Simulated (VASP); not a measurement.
# SiC (Cmc2_1) in VASP: notebook

One crystal, SiC, is run at these levels: PBE, LDA; tasks: band structure.

All numbers are computed with VASP 6.6.1; they aren't measurements. Logs are shortened: lines on timing, memory, paths and dates and some standing lists are left out, and cuts for length are marked.

### 1 The structure

It takes space group Cmc2_1 (No. 36, orthorhombic). The conventional cell has a = 3.087 Å, b = 5.364 Å, c = 5.000 Å, α = 90.00°, β = 90.00°, γ = 90.00°. Si (site symmetry m) has 4 C at 1.89 Å as nearest neighbours. Around C (site symmetry m) lie 4 Si at 1.89 Å.

The cell was built by a generator and isn't the measured one.

### 2 Band structure, PBE

INCAR reads:

```
SYSTEM = SiC
ALGO = Normal ; EDIFF = 1E-6
ENCUT = 520 ; GGA = PE
ISIF = 2 ; ISMEAR = 0
KPAR = 8 ; LASPH = .TRUE.
LCHARG = .FALSE. ; LREAL = .FALSE.
LWAVE = .FALSE. ; NELM = 60
PREC = Accurate ; SIGMA = 0.02
```

KPOINTS reads:

```
k-points
0
G
  8 5 5
  0 0 0
```

POSCAR reads:

```
SiC                                     
1.0
    3.0865822896      0.0000000000      0.0000000000
    0.0000000000      5.0002633091      0.0000000000
    0.0000000000      0.0000000000      5.3636727362
  Si              C             
     4     4
Direct
     0.0000000000000000    0.9997116655440712    0.3334711040516070
     0.5000000000000000    0.9997116655440712    0.8334711040516070
     0.5000000000000000    0.4997116655440713    0.1665288959483931
     0.0000000000000000    0.4997116655440713    0.6665288959483930
     1.0000000000000000    0.6222883344559287    0.3335010745401200
     0.5000000000000000    0.6222883344559287    0.8335010745401201
     0.5000000000000000    0.1222883344559286    0.1664989254598800
     0.0000000000000000    0.1222883344559286    0.6664989254598799
```

KPOINTS_OPT reads:

```
path GXSYGZURTZ,YT,UX,SR
20
line-mode
reciprocal
 0.0000000000  0.0000000000  0.0000000000  G
 0.5000000000  0.0000000000  0.0000000000  X

 0.5000000000  0.0000000000  0.0000000000  X
 0.5000000000  0.5000000000  0.0000000000  S

 0.5000000000  0.5000000000  0.0000000000  S
 0.0000000000  0.5000000000  0.0000000000  Y

 0.0000000000  0.5000000000  0.0000000000  Y
 0.0000000000  0.0000000000  0.0000000000  G

 0.0000000000  0.0000000000  0.0000000000  G
 0.0000000000  0.0000000000  0.5000000000  Z

 0.0000000000  0.0000000000  0.5000000000  Z
 0.5000000000  0.0000000000  0.5000000000  U

 0.5000000000  0.0000000000  0.5000000000  U
 0.5000000000  0.5000000000  0.5000000000  R

 0.5000000000  0.5000000000  0.5000000000  R
 0.0000000000  0.5000000000  0.5000000000  T

 0.0000000000  0.5000000000  0.5000000000  T
 0.0000000000  0.0000000000  0.5000000000  Z

 0.0000000000  0.5000000000  0.0000000000  Y
 0.0000000000  0.5000000000  0.5000000000  T

 0.5000000000  0.0000000000  0.5000000000  U
 0.5000000000  0.0000000000  0.0000000000  X

 0.5000000000  0.5000000000  0.0000000000  S
 0.5000000000  0.5000000000  0.5000000000  R
```

Potentials or basis: VASP PAW PBE potentials, release 64 (Si, C).

Run with:

```console
cat potpaw_PBE.64/Si/POTCAR potpaw_PBE.64/C/POTCAR > POTCAR
mpirun -np 8 vasp_std > vasp.out
```

OUTCAR:

```text
SYSTEM = SiC
   EDIFF = 1E-6
   ENCUT = 520
   GGA = PE
   ISIF = 2
   ISMEAR = 0
   LASPH = .TRUE.
   LREAL = .FALSE.
   NELM = 60
   PREC = Accurate

 ion  position               nearest neighbor table
   1  0.000  1.000  0.333-   7 1.89   7 1.89   5 1.89   8 1.89   3 3.07   3 3.07   3 3.07   3 3.07
                             4 3.07   4 3.07   2 3.09   2 3.09   2 3.09   2 3.09
   2  0.500  1.000  0.833-   8 1.89   8 1.89   6 1.89   7 1.89   4 3.07   4 3.07   4 3.07   4 3.07
                             3 3.07   3 3.07   1 3.09   1 3.09   1 3.09   1 3.09
   3  0.500  0.500  0.167-   5 1.89   5 1.89   7 1.89   6 1.89   1 3.07   1 3.07   1 3.07   1 3.07
                             2 3.07   2 3.07   4 3.09   4 3.09   4 3.09   4 3.09
   4  0.000  0.500  0.667-   6 1.89   6 1.89   8 1.89   5 1.89   2 3.07   2 3.07   2 3.07   2 3.07
                             1 3.07   1 3.07   3 3.09   3 3.09   3 3.09   3 3.09
   5  0.000  0.622  0.334-   3 1.89   3 1.89   1 1.89   4 1.89
   6  0.500  0.622  0.834-   4 1.89   4 1.89   2 1.89   3 1.89
   7  0.500  0.122  0.166-   1 1.89   1 1.89   3 1.89   2 1.89
   8  0.000  0.122  0.666-   2 1.89   2 1.89   4 1.89   1 1.89

  LATTYP: Found a simple orthorhombic cell.
 ALAT       =     3.0865822896
 B/A-ratio  =     1.6200000000
 C/A-ratio  =     1.7377384540

  Lattice vectors:

 A1 = (   3.0865822896,   0.0000000000,   0.0000000000)
 A2 = (   0.0000000000,   5.0002633091,   0.0000000000)
 A3 = (   0.0000000000,   0.0000000000,   5.3636727362)

Analysis of symmetry for initial positions (statically):
=====================================================================
 Subroutine PRICEL returns following result:

  LATTYP: Found a base centered orthorhombic cell.
 ALAT       =     3.0865822896
 B/A-ratio  =     1.7377384540
 C/A-ratio  =     1.6200000000

  Lattice vectors:

 A1 = (   1.5432911448,   0.0000000000,   2.6818363681)
 A2 = (   1.5432911448,   0.0000000000,  -2.6818363681)
 A3 = (   0.0000000000,   5.0002633091,   0.0000000000)

   2 primitive cells build up your supercell.

 Routine SETGRP: Setting up the symmetry group for a
 simple orthorhombic supercell.

 Subroutine GETGRP returns: Found  4 space group operations
 (whereof  2 operations were pure point group operations)
 out of a pool of  8 trial point group operations.

The static configuration has the point symmetry C_1h.
 The point group associated with its full space group is C_2v.

Analysis of symmetry for dynamics (positions and initial velocities):
=====================================================================
 Subroutine PRICEL returns following result:

  LATTYP: Found a base centered orthorhombic cell.
 ALAT       =     3.0865822896
 B/A-ratio  =     1.7377384540
 C/A-ratio  =     1.6200000000

  Lattice vectors:

 A1 = (   1.5432911448,   0.0000000000,   2.6818363681)
 A2 = (   1.5432911448,   0.0000000000,  -2.6818363681)
 A3 = (   0.0000000000,   5.0002633091,   0.0000000000)

   2 primitive cells build up your supercell.

 Routine SETGRP: Setting up the symmetry group for a
 simple orthorhombic supercell.

 Subroutine GETGRP returns: Found  4 space group operations
 (whereof  2 operations were pure point group operations)
 out of a pool of  8 trial point group operations.

The dynamic configuration has the point symmetry C_1h.
 The point group associated with its full space group is C_2v.

 Subroutine INISYM returns: Found  4 space group operations
 (whereof  2 operations are pure point group operations),
 and found     2 'primitive' translations

----------------------------------------------------------------------------------------

                                     Primitive cell

  volume of cell :      41.3907

  direct lattice vectors                    reciprocal lattice vectors
     1.543291145  0.000000000  2.681836368     0.323982938  0.000000000  0.186439414
     1.543291145  0.000000000 -2.681836368     0.323982938  0.000000000 -0.186439414
     0.000000000  5.000263309  0.000000000     0.000000000  0.199989468  0.000000000

  length of vectors
     3.094187109  3.094187109  5.000263309     0.373797538  0.373797538  0.199989468

  position of ions in fractional coordinates (direct lattice)
     0.333471104  0.666528896  0.999711666
     0.666528896  0.333471104  0.499711666
     0.333501075  0.666498925  0.622288334
     0.666498925  0.333501075  0.122288334

  ion indices of the primitive-cell ions
   primitive index   ion index
                 1           1
                 2           4
                 3           5
                 4           8

----------------------------------------------------------------------------------------

 KPOINTS: k-points

Automatic generation of k-mesh.
 Grid dimensions read from file:
 generate k-points for:    8    5    5

 Generating k-lattice:

  Cartesian coordinates                     Fractional coordinates (reciprocal lattice)
     0.040497867  0.000000000  0.000000000     0.125000000  0.000000000  0.000000000
     0.000000000  0.039997894  0.000000000     0.000000000  0.200000000  0.000000000
     0.000000000  0.000000000  0.037287883     0.000000000  0.000000000  0.200000000

  Length of vectors
     0.040497867  0.039997894  0.037287883

  Shift w.r.t. Gamma in fractional coordinates (k-lattice)
     0.000000000  0.000000000  0.000000000

 Subroutine IBZKPT returns following result:
 ===========================================

 Found     45 irreducible k-points:

 Following reciprocal coordinates:
            Coordinates               Weight
  0.000000  0.000000  0.000000      1.000000
  0.125000  0.000000  0.000000      2.000000
  0.250000  0.000000  0.000000      2.000000
  0.375000  0.000000  0.000000      2.000000
  0.500000  0.000000  0.000000      1.000000
  0.000000  0.200000  0.000000      2.000000
[... 16 lines left out ...]
  0.250000  0.200000  0.200000      8.000000
  0.375000  0.200000  0.200000      8.000000
 [... further k-points ...]
   k-points           NKPTS =     45   k-points in BZ     NKDIM =     45   number of bands    NBANDS=     21
   number of dos      NEDOS =    301   number of ions     NIONS =      8
   total plane-waves  NPLWV =  38400
   dimension x,y,z NGX =    24 NGY =   40 NGZ =   40
   dimension x,y,z NGXF=    48 NGYF=   80 NGZF=   80
   ions per type =               4   4
   NGX,Y,Z   is equivalent  to a cutoff of  12.93, 13.30, 12.40 a.u.
   NGXF,Y,Z  is equivalent  to a cutoff of  25.85, 26.60, 24.80 a.u.
 SYSTEM =  SiC
   PREC   = accura    normal or accurate (medium, high low for compatibility)
   ISTART =      0    job   : 0-new  1-cont  2-samecut
   ICHARG =      2    charge: 1-file 2-atom 10-const
   ISPIN  =      1    spin polarized calculation?
   LNONCOLLINEAR =      F non collinear calculations
   LSORBIT =      F    spin-orbit coupling
   LASPH  =      T    aspherical Exc in radial PAW
   ENCUT  =  520.0 eV  38.22 Ry    6.18 a.u.   5.74  9.30  9.97*2*pi/ulx,y,z
   NELM   =     60;   NELMIN=  2; NELMDL= -5     # of ELM steps
   EDIFF  = 0.1E-05   stopping-criterion for ELM
   LREAL  =      F    real-space projection
   EDIFFG = 0.1E-04   stopping-criterion for IOM
   NSW    =      0    number of steps for IOM
   IBRION =     -1    ionic relax: 0-MD 1-quasi-New 2-CG
   NFREE  =      0    steps in history (QN), initial steepest desc. (CG)
   ISIF   =      2    stress and relaxation
   ISYM   =      2    0-nonsym 1-usesym 2-fastsym
   POTIM  = 0.5000    time-step for ionic-motion
   TEBEG  =    0.0;   TEEND  =   0.0 temperature during run
   PSTRESS=    0.0 pullay stress
   NELECT =      32.0000    total number of electrons
   NUPDOWN=      -1.0000    fix difference up-down
   EMIN   =  10.00;   EMAX   =-10.00  energy-range for DOS
   EFERMI =   0.00;   METHOD = LEGACY
   ISMEAR =     0;   SIGMA  =   0.02  broadening in eV -4-tet -1-fermi 0-gaus
   EFERMI_NEDOS =   21; number of points for ismear=-14 and -15
   IALGO  =     38    algorithm
   IMIX   =      4    mixing-type and parameters
     AMIX     =   0.40;   BMIX     =  1.00
     AMIX_MAG =   1.60;   BMIX_MAG =  1.00
  volume/ion in A,a.u.               =      10.35        69.83
  Fermi-wavevector in a.u.,A,eV,Ry     =   1.192561  2.253613 19.350219  1.422201
  Thomas-Fermi vector in A             =   2.328596
   LORBIT       =      0    0 simple, 1 ext, 2 COOP (PROOUT), +10 PAW based schemes
   GGA     = PE    functional components
   LHFCALC =     F    Hartree Fock is set to
   AEXX    =    0.0000 exact exchange contribution
   IVDW    =     0    specifies the selected vdW correction
   LEPSILON=     F    determine dielectric tensor
   LRPA    =     F    only Hartree local field effects (RPA)
 non-spin polarized calculation
 Gauss-broadening in eV      SIGMA  =   0.02
  energy-cutoff  :      520.00
  volume of cell :       82.78
 maximum number of plane-waves:      2250
 NGX is ok and might be reduce to    24
   NGX = 11   NGY = 19   NGZ = 19

 number of electron      31.9999998 magnetization

 Free energy of the ion-electron system (eV)
  ---------------------------------------------------
  ext. energy  EPLUGINS =         0.00000000
  ---------------------------------------------------
  free energy    TOTEN  =       -60.18858473 eV

  energy without entropy =      -60.18858473  energy(sigma->0) =      -60.18858473

 E-fermi :   8.3658     XC(G=0): -11.3459

 val. band max:        8.2421463749   @ k =   0.0000   0.0000   0.0000
 cond. band min:      10.6621837761   @ k =   0.3750   0.0000   0.0000
 fundamental gap:      2.4200374012
 Fermi energy:         8.3658461879

 k-point     1 :       0.0000    0.0000    0.0000
  band No.  band energies     occupation
      1      -7.3125      2.00000
      2      -4.0517      2.00000
      3      -3.6388      2.00000
      4      -2.5540      2.00000
      5      -0.3920      2.00000
      6       0.5175      2.00000
[... 13 lines left out ...]
     20      14.6354      0.00000
     21      14.7995      0.00000
[... 529 lines left out ...]
 k-point    24 :       0.3750    0.2000    0.2000
  band No.  band energies     occupation
      1      -5.2245      2.00000
      2      -3.4233      2.00000
      3      -2.8307      2.00000
      4      -2.4519      2.00000
      5       0.5954      2.00000
      6       1.0125      2.00000
[... 13 lines left out ...]
     20      14.4050      0.00000
     21      14.8581      0.00000

 [... further k-points ...]

------------------------ aborting loop because EDIFF is reached ----------------------------------------

  FORCE on cell =-STRESS in cart. coord.  units (eV):
  Direction    XX          YY          ZZ          XY          YZ          ZX
  --------------------------------------------------------------------------------------
  -------------------------------------------------------------------------------------
  Total        0.7532856      4.1274164      0.0655134      0.0000000      0.0000000      0.0000000
  in kB       14.5793186     79.8832759      1.2679673      0.0000000      0.0000000      0.0000000
  external PRESSURE =      31.9101872 kB  Pullay stress =       0.0000000 kB

 VOLUME and BASIS-vectors are now :
 -----------------------------------------------------------------------------
  energy-cutoff  :      520.00
  volume of cell :       82.78
      direct lattice vectors                 reciprocal lattice vectors
     3.086582290  0.000000000  0.000000000     0.323982938  0.000000000  0.000000000
     0.000000000  5.000263309  0.000000000     0.000000000  0.199989468  0.000000000
     0.000000000  0.000000000  5.363672736     0.000000000  0.000000000  0.186439414

 POSITION                                       TOTAL-FORCE (eV/Angst)
 -----------------------------------------------------------------------------------
      0.00000      4.99882      1.78863         0.000000      0.003703     -0.003847
      1.54329      4.99882      4.47047        -0.000000      0.003703     -0.003847
      1.54329      2.49869      0.89321        -0.000000      0.003703      0.003847
      0.00000      2.49869      3.57504         0.000000      0.003703      0.003847
      0.00000      3.11161      1.78879         0.000000     -0.003703      0.002211
      1.54329      3.11161      4.47063        -0.000000     -0.003703      0.002211
      1.54329      0.61147      0.89305        -0.000000     -0.003703     -0.002211
      0.00000      0.61147      3.57488        -0.000000     -0.003703     -0.002211
 -----------------------------------------------------------------------------------
    total drift:                                0.000000      0.000388      0.000001

  FREE ENERGIE OF THE ION-ELECTRON SYSTEM (eV)
  ---------------------------------------------------
  free  energy   TOTEN  =       -60.1885847288 eV

  energy  without entropy=      -60.1885847288  energy(sigma->0) =      -60.18858473
```

Wall time 31 s (8 MPI ranks of Intel Xeon Platinum 8488C (Sapphire Rapids), shared host); peak memory 0.26 GiB.

What came out:

```
Free energy             : -60.1886 eV
Pressure                : 3.2 GPa
Largest force           : 0.005 eV/Å
Band gap on the k mesh  : 2.42 eV
Band gap along the path : 2.36 eV
```

Forces in eV/Å, atoms in the order of the input:
```
Si   0.000  0.004 -0.004
Si   0.000  0.004 -0.004
Si   0.000  0.004  0.004
Si   0.000  0.004  0.004
C    0.000 -0.004  0.002
C    0.000 -0.004  0.002
C    0.000 -0.004 -0.002
C    0.000 -0.004 -0.002
```

Levels at the corners of the path, in eV from the valence-band top:
```csv
point,band 13,band 14,band 15,band 16,band 17,band 18,band 19,band 20
Γ,-1.16,-0.04,-0.01,0.00,2.71,4.36,4.57,6.41
X,-2.88,-2.88,-2.66,-2.66,3.22,3.22,6.72,6.72
X,-2.88,-2.88,-2.66,-2.66,3.22,3.22,6.72,6.72
S,-1.94,-1.94,-1.94,-1.94,4.94,4.94,4.94,4.94
S,-1.94,-1.94,-1.94,-1.94,4.94,4.94,4.94,4.94
Y,-0.79,-0.79,-0.76,-0.76,3.35,3.35,5.32,5.32
Y,-0.79,-0.79,-0.76,-0.76,3.35,3.35,5.32,5.32
Γ,-1.16,-0.04,-0.01,0.00,2.71,4.36,4.57,6.39
Γ,-1.16,-0.04,-0.01,0.00,2.71,4.36,4.57,6.39
Z,-0.98,-0.98,-0.58,-0.58,3.98,3.98,5.91,5.91
Z,-0.98,-0.98,-0.58,-0.58,3.98,3.98,5.91,5.91
U,-3.25,-3.25,-1.20,-1.20,2.65,2.65,4.34,4.34
U,-3.25,-3.25,-1.20,-1.20,2.65,2.65,4.34,4.34
R,-2.23,-2.23,-2.23,-2.23,3.32,3.32,3.32,3.32
R,-2.23,-2.23,-2.23,-2.23,3.32,3.32,3.32,3.32
T,-1.74,-1.74,-1.74,-1.74,4.49,4.49,4.49,4.49
T,-1.74,-1.74,-1.74,-1.74,4.49,4.49,4.49,4.49
Z,-0.98,-0.98,-0.58,-0.58,3.98,3.98,5.91,5.91
Y,-0.79,-0.79,-0.76,-0.76,3.35,3.35,5.32,5.32
T,-1.74,-1.74,-1.74,-1.74,4.49,4.49,4.49,4.49
U,-3.25,-3.25,-1.20,-1.20,2.65,2.65,4.34,4.34
X,-2.88,-2.88,-2.66,-2.66,3.22,3.22,6.72,6.72
S,-1.94,-1.94,-1.94,-1.94,4.94,4.94,4.94,4.94
R,-2.23,-2.23,-2.23,-2.23,3.32,3.32,3.32,3.32
```

As with any semilocal functional, this PBE gap is likely too small.

### 3 Band structure, PBE, non-collinear spin, zero start, spin-orbit coupling

INCAR reads:

```
SYSTEM = SiC
ALGO = Normal ; EDIFF = 1E-6
ENCUT = 520 ; GGA = PE
GGA_COMPAT = .FALSE. ; ISIF = 2
ISMEAR = 0 ; KPAR = 8
LASPH = .TRUE. ; LCHARG = .FALSE.
LNONCOLLINEAR = .TRUE. ; LORBIT = 11
LREAL = .FALSE. ; LSORBIT = .TRUE.
LWAVE = .FALSE. ; MAGMOM = 0 0 0 0 0 0 0 0 0 0 0 0 0 0 0 0 0 0 0 0 0 0 0 0
NELM = 60 ; PREC = Accurate
SIGMA = 0.02
```

KPOINTS is that of step 2.

POSCAR is that of step 2.

KPOINTS_OPT is that of step 2.

Potentials or basis: VASP PAW PBE potentials, release 64 (Si, C).

Run with:

```console
cat potpaw_PBE.64/Si/POTCAR potpaw_PBE.64/C/POTCAR > POTCAR
mpirun -np 8 vasp_ncl > vasp.out
```

Wall time 3.1 min (8 MPI ranks of Intel Xeon Platinum 8488C (Sapphire Rapids), shared host); peak memory 0.79 GiB.

It converged, with:

| Property | Result |
| --- | --- |
| Free energy | -60.1892 eV |
| Pressure | 3.2 GPa |
| Largest force | 0.005 eV/Å |
| Net moment | 0.00 μB per cell |
| Valence electrons inside the program's atomic spheres | Si 1.67; C 2.55 |

Forces on the atoms (eV/Å):
```
Si   0.000  0.004 -0.004
Si   0.000  0.004 -0.004
Si   0.000  0.004  0.004
Si   0.000  0.004  0.004
C    0.000 -0.004  0.002
C    0.000 -0.004  0.002
C    0.000 -0.004 -0.002
C    0.000 -0.004 -0.002
```

Stress tensor (GPa, compression positive):
```
1.46 0.00 0.00
0.00 7.99 0.00
0.00 0.00 0.13
```

Moments on the atoms (μB; x, y, z):
```
Si  0.00 0.00 0.00
Si  0.00 0.00 0.00
Si  0.00 0.00 0.00
Si  0.00 0.00 0.00
C   0.00 0.00 0.00
C   0.00 0.00 0.00
C   0.00 0.00 0.00
C   0.00 0.00 0.00
```

### 4 Band structure, LDA

This run uses another cell than the first one, of 10.08 Å³/atom, 0.974 times its volume.

INCAR reads:

```
SYSTEM = SiC
ALGO = Normal
EDIFF = 1E-6
ENCUT = 220
GGA = CA
ISIF = 2
ISMEAR = 0
KPAR = 2
LASPH = .TRUE.
LCHARG = .FALSE.
LREAL = .FALSE.
LWAVE = .FALSE.
NELM = 80
PREC = Accurate
SIGMA = 0.02
```

KPOINTS reads:

```
k-points
0
G
  3 2 2
  0 0 0
```

POSCAR reads:

```
SiC                                     
1.0
    3.1404565028      0.0000000000      0.0000000000
    0.0000000000      5.0875395346      0.0000000000
    0.0000000000      0.0000000000      5.0454082760
  Si              C             
     4     4
Direct
     0.0000000000000000    0.9977422802286656    0.3324239067394750
     0.5000000000000000    0.9977422802286656    0.8324239067394751
     0.5000000000000000    0.4977422802286653    0.1675760932605249
     0.0000000000000000    0.4977422802286653    0.6675760932605249
     0.0000000000000000    0.6242577197713343    0.3252067502303955
     0.5000000000000000    0.6242577197713343    0.8252067502303954
     0.5000000000000000    0.1242577197713344    0.1747932497696045
     0.0000000000000000    0.1242577197713344    0.6747932497696046
```

Edit KPOINTS_OPT of step 3 so:

```diff
@@ -1,3 +1,3 @@
 path GXSYGZURTZ,YT,UX,SR
-20
+10
 line-mode
```

Potentials or basis: VASP PAW LDA potentials, release 64 (Si, C).

Run with:

```console
cat potpaw_LDA.64/Si/POTCAR potpaw_LDA.64/C/POTCAR > POTCAR
mpirun -np 2 vasp_std > vasp.out
```

Run time: 16 s. Hardware: 2 MPI ranks of AMD EPYC 7R13 (Zen 3), shared host; peak memory 0.1 GiB.

The run converged, but a check on its numbers failed (symmetry, net force, bounds or a known fault of this set-up), so they aren't taken as properties of the crystal.

Caveat: the k mesh is coarse (spacing up to 0.67 Å⁻¹), so the values aren't converged; the cutoff lies under the usual one of these potentials, so the numbers hold a large basis-set error.

[end of part 1 of 2]
